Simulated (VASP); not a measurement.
# CaS (Fm-3m) in VASP: phonons with PBE

Aim: the phonons of CaS with PBE.

Program: VASP 6.6.1. These are calculated values, not measurements. Logs are shortened: lines on timing, memory, paths and dates and some standing lists are left out, and cuts for length are marked.

### Step 1. The structure

It takes space group Fm-3m (No. 225, cubic). Conventional cell: a = 5.712 Å, b = 5.712 Å, c = 5.712 Å, α = 90.00°, β = 90.00°, γ = 90.00°. Ca (site symmetry m-3m) is surrounded by 6 S at 2.86 Å. Around S (site symmetry m-3m) lie 6 Ca at 2.86 Å.

The cell comes from a database or a generator and needn't be the stable form of this composition.

### Step 2. Phonons, PBE

INCAR

```
SYSTEM = CaS
PREC = Accurate ; ENCUT = 520
EDIFF = 1E-8 ; ISMEAR = 0
SIGMA = 0.01 ; LREAL = .False.
LASPH = .True. ; NELM = 100
ALGO = Fast ; ISIF = 2
LWAVE = .False. ; LCHARG = .False.
GGA = PE ; IBRION = 8
NSW = 1 ; LEPSILON = .True.
```

KPOINTS

```
Automatic mesh
0
Gamma
  8 8 8
  0 0 0
```

POSCAR

```
CaS
1.0
    0.0000000000      2.8558999573      2.8558999573
    2.8558999573      0.0000000000      2.8558999573
    2.8558999573      2.8558999573      0.0000000000
Ca S
1 1
Direct
    0.0000000000      0.0000000000      0.0000000000
    0.5000000000      0.5000000000      0.5000000000
```

Potentials or basis: VASP PAW PBE potentials, release 64 (Ca_sv, S).

Run with:

```sh
cat potpaw_PBE.64/Ca_sv/POTCAR potpaw_PBE.64/S/POTCAR > POTCAR
mpirun -np 1 vasp_std > vasp.out
```

OUTCAR:

```text
SYSTEM = CaS
   PREC = Accurate
   ENCUT = 520
   EDIFF = 1E-8
   ISMEAR = 0
   LREAL = .False.
   LASPH = .True.
   NELM = 100
   ISIF = 2
   GGA = PE
   IBRION = 8
   NSW = 1
   LEPSILON = .True.

 ion  position               nearest neighbor table
   1  0.000  0.000  0.000-   2 2.86   2 2.86   2 2.86   2 2.86   2 2.86   2 2.86
   2  0.500  0.500  0.500-   1 2.86   1 2.86   1 2.86   1 2.86   1 2.86   1 2.86

  LATTYP: Found a face centered cubic cell.
 ALAT       =     5.7117999146

  Lattice vectors:

 A1 = (   0.0000000000,   2.8558999573,   2.8558999573)
 A2 = (   2.8558999573,   0.0000000000,   2.8558999573)
 A3 = (   2.8558999573,   2.8558999573,   0.0000000000)

Analysis of symmetry for initial positions (statically):
=====================================================================
 Subroutine PRICEL returns:
 Original cell was already a primitive cell.

 Routine SETGRP: Setting up the symmetry group for a
 face centered cubic supercell.

 Subroutine GETGRP returns: Found 48 space group operations
 (whereof 48 operations were pure point group operations)
 out of a pool of 48 trial point group operations.

The static configuration has the point symmetry O_h .

Analysis of symmetry for dynamics (positions and initial velocities):
=====================================================================
 Subroutine PRICEL returns:
 Original cell was already a primitive cell.

 Routine SETGRP: Setting up the symmetry group for a
 face centered cubic supercell.

 Subroutine GETGRP returns: Found 48 space group operations
 (whereof 48 operations were pure point group operations)
 out of a pool of 48 trial point group operations.

The dynamic configuration has the point symmetry O_h .

 Subroutine INISYM returns: Found 48 space group operations
 (whereof 48 operations are pure point group operations),
 and found     1 'primitive' translations

----------------------------------------------------------------------------------------

                                     Primitive cell

  volume of cell :      46.5864

  direct lattice vectors                    reciprocal lattice vectors
     0.000000000  2.855899957  2.855899957    -0.175076161  0.175076161  0.175076161
     2.855899957  0.000000000  2.855899957     0.175076161 -0.175076161  0.175076161
     2.855899957  2.855899957  0.000000000     0.175076161  0.175076161 -0.175076161

  length of vectors
     4.038852452  4.038852452  4.038852452     0.303240806  0.303240806  0.303240806

  position of ions in fractional coordinates (direct lattice)
     0.000000000  0.000000000  0.000000000
     0.500000000  0.500000000  0.500000000

  ion indices of the primitive-cell ions
   primitive index   ion index
                 1           1
                 2           2

----------------------------------------------------------------------------------------

 KPOINTS: Automatic mesh

[... 514 lines left out ...]
 ------------------------------------------------------

 Free energy of the ion-electron system (eV)
  ---------------------------------------------------
  ---------------------------------------------------
  free energy    TOTEN  =        -0.57605776 eV

  energy without entropy =       -0.57605776

------------------------ aborting loop because EDIFF is reached ----------------------------------------

--------------------------------------- Ionic step        2  -------------------------------------------

------------------------ aborting loop because EDIFF is reached ----------------------------------------

--------------------------------------- Ionic step        3  -------------------------------------------

------------------------ aborting loop because EDIFF is reached ----------------------------------------

 PIEZOELECTRIC TENSOR FIELD DIRECTION 3  (e Angst)
 -----------------------------------------------------------------------------
     0.00010  0.00000  0.00000           (  0.00000  0.00000  0.00000)
     0.00000  0.00010  0.00000           (  0.00000  0.00000  0.00000)
     0.00000  0.00000 -0.00198           (  0.00000  0.00000  0.00002)

 PIEZOELECTRIC TENSOR FIELD DIRECTION 3  (C/m^2)
 -----------------------------------------------------------------------------
     0.00003  0.00000  0.00000
     0.00000  0.00003  0.00000
     0.00000  0.00000 -0.00068

--------------------------------------- Ionic step        4  -------------------------------------------

------------------------ aborting loop because EDIFF is reached ----------------------------------------

[... ionic steps 5 to 6 ...]

--------------------------------------- Ionic step        7  -------------------------------------------

 Free energy of the ion-electron system (eV)
  ---------------------------------------------------
  ---------------------------------------------------
  free energy    TOTEN  =        -0.10979233 eV

  energy without entropy =       -0.10979233

------------------------ aborting loop because EDIFF is reached ----------------------------------------

 INTERNAL STRAIN TENSOR  FOR ION    2  DIRECTION 1   (eV/Angst):
 -----------------------------------------------------------------------------
    -0.00515 -0.00000  0.00000
    -0.00000  0.00217 -0.00000
     0.00000 -0.00000  0.00217

 MACROSCOPIC STATIC DIELECTRIC TENSOR (including local field effects in DFT)
 ------------------------------------------------------
           5.003742     0.000000    -0.000000
           0.000000     5.003742    -0.000000
          -0.000000     0.000000     5.003742
 ------------------------------------------------------

 PIEZOELECTRIC TENSOR (including local field effects)  for field in x, y, z        (e  Angst)
          XX          YY          ZZ          XY          YZ          ZX
  --------------------------------------------------------------------------------
  x     0.00000     0.00000     0.00000     0.00000     0.00000     0.00000
  y     0.00000     0.00000     0.00000     0.00000     0.00000     0.00000
  z     0.00000     0.00000     0.00000     0.00000     0.00000     0.00000

 PIEZOELECTRIC TENSOR (including local field effects)  for field in x, y, z        (C/m^2)
          XX          YY          ZZ          XY          YZ          ZX
  --------------------------------------------------------------------------------
  x     0.00000     0.00000     0.00000     0.00000     0.00000     0.00000
  y     0.00000     0.00000     0.00000     0.00000     0.00000     0.00000
  z     0.00000     0.00000     0.00000     0.00000     0.00000     0.00000

 BORN EFFECTIVE CHARGES (including local field effects) (in |e|, cummulative output)
 ---------------------------------------------------------------------------------
 ion    1
    1     2.36801    -0.00000     0.00000
    2     0.00000     2.36801    -0.00000
    3    -0.00000     0.00000     2.36801
 ion    2
    1    -2.36801     0.00000    -0.00000
    2    -0.00000    -2.36801     0.00000
    3     0.00000    -0.00000    -2.36801

 INTERNAL STRAIN TENSOR FOR ION    2 for displacements in x,y,z  (eV/Angst):
          X           Y           Z          XY          YZ          ZX
  --------------------------------------------------------------------------------
  x     0.00000     0.00000     0.00000     0.00000     0.00000     0.00000
  y     0.00000     0.00000     0.00000     0.00000     0.00000     0.00000
  z     0.00000     0.00000     0.00000     0.00000     0.00000     0.00000

 SECOND DERIVATIVES (NOT SYMMETRIZED)
 ------------------------------------
               1X          1Y          1Z          2X          2Y          2Z
  1X    -3.103593    0.000000    0.000000    3.103593    0.000000    0.000000
  1Y     0.000000   -3.103593    0.000000    0.000000    3.103593    0.000000
  1Z     0.000000    0.000000   -3.103593    0.000000    0.000000    3.103593
  2X     3.072180    0.000000    0.000000   -3.072180    0.000000    0.000000
  2Y     0.000000    3.072180    0.000000    0.000000   -3.072180    0.000000
  2Z     0.000000    0.000000    3.072180    0.000000    0.000000   -3.072180

 Eigenvectors and eigenvalues of the dynamical matrix
 ----------------------------------------------------

   1 f  =    6.507060 THz    40.885061 2PiTHz  217.052142 cm-1    26.911024 meV
             X         Y         Z           dx          dy          dz
      0.000000  0.000000  0.000000     0.085638    0.647643    0.142163
      2.855900  2.855900  2.855900    -0.095255   -0.720372   -0.158127
[... 21 lines left out ...]
   6 f/i=    0.016456 THz     0.103396 2PiTHz    0.548913 cm-1     0.068057 meV
             X         Y         Z           dx          dy          dz
      0.000000  0.000000  0.000000     0.246137   -0.687283    0.141678
      2.855900  2.855900  2.855900     0.221287   -0.617895    0.127374

--------------------------------------------------------------------------------------------------------

 MACROSCOPIC STATIC DIELECTRIC TENSOR IONIC CONTRIBUTION
 ------------------------------------------------------
           7.053531     0.000000    -0.000000
           0.000000     7.053531    -0.000000
          -0.000000    -0.000000     7.053531
 ------------------------------------------------------

 ELASTIC MODULI CONTR FROM IONIC RELAXATION (kBar)
 Direction    XX          YY          ZZ          XY          YZ          ZX
 --------------------------------------------------------------------------------
 XX           0.0000      0.0000      0.0000      0.0000      0.0000      0.0000
 YY           0.0000      0.0000      0.0000      0.0000      0.0000      0.0000
 ZZ           0.0000      0.0000      0.0000      0.0000      0.0000      0.0000
 XY           0.0000      0.0000      0.0000      0.0000      0.0000      0.0000
 YZ           0.0000      0.0000      0.0000      0.0000      0.0000      0.0000
 ZX           0.0000      0.0000      0.0000      0.0000      0.0000      0.0000
 --------------------------------------------------------------------------------

 PIEZOELECTRIC TENSOR IONIC CONTR  for field in x, y, z        (C/m^2)
          XX          YY          ZZ          XY          YZ          ZX
  --------------------------------------------------------------------------------
  x     0.00000     0.00000     0.00000     0.00000     0.00000     0.00000
  y     0.00000     0.00000     0.00000     0.00000     0.00000     0.00000
  z     0.00000     0.00000     0.00000     0.00000     0.00000     0.00000
```

Run time: 5.8 min. Hardware: 1 thread of Intel Xeon 6975P-C (Granite Rapids), shared host; peak memory 0.25 GiB.

Results:

| Property | Result |
| --- | --- |
| Electronic dielectric tensor (diagonal) | 5.00 |
| Born charges (mean of the diagonal) | Ca +2.37; S -2.37 e |
| Highest phonon frequency at Γ, LO-TO splitting left out | 217 cm⁻¹ |

Phonon frequencies in cm⁻¹ (negative: imaginary):
```csv
q point,frequencies
"(0.000, 0.000, 0.000)",-1 -1 -1 217 217 217
```

Electronic dielectric tensor:
```
5.00 0.00 0.00
0.00 5.00 0.00
0.00 0.00 5.00
```

Born effective charge tensors (e):
atom 1, Ca
```
2.37 0.00 0.00
0.00 2.37 0.00
0.00 0.00 2.37
```
atom 2, S
```
-2.37  0.00  0.00
 0.00 -2.37  0.00
 0.00  0.00 -2.37
```
